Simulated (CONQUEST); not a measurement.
The system is SiC (Moissanite).

```xyz
8
Lattice="3.0760 0.0000 0.0000 0.0000 5.0480 0.0000 0.0000 0.0000 5.3278" Properties=species:S:1:pos:R:3 pbc="T T T"
Si    0.0000    2.5240    1.7759
Si    1.5380    2.5240    4.4398
Si    0.0000    0.0000    3.5519
Si    1.5380    0.0000    0.8880
C     0.0000    4.4675    1.7759
C     1.5380    4.4675    4.4398
C     0.0000    1.9435    3.5519
C     1.5380    1.9435    0.8880
```

Base run:

* Program: CONQUEST 1.3
* Functional: PBE
* Potentials or basis: PseudoDojo NC PBE, SZP, grid cutoff 120 Ha
* k mesh: 11 × 7 × 6
* Occupations: fermi-dirac, width 0.05 eV
* Spin: no spin polarisation

Its results: band gap on the k mesh 2.47 eV; pressure 12.9 GPa; largest force 0.927 eV/Å.

Q: The run is repeated on the same cell with these changes: k mesh from 11 × 7 × 6 to 5 × 3 × 3. What comes out?

A: Band gap on the k mesh 2.58 eV; pressure 12.9 GPa; largest force 0.924 eV/Å.

Caveats: the atomic basis is small; an odd mesh through Γ misses points on the zone boundary, where band edges often lie; the basis of atomic orbitals isn't converged, which shifts pressures, moduli and gaps.
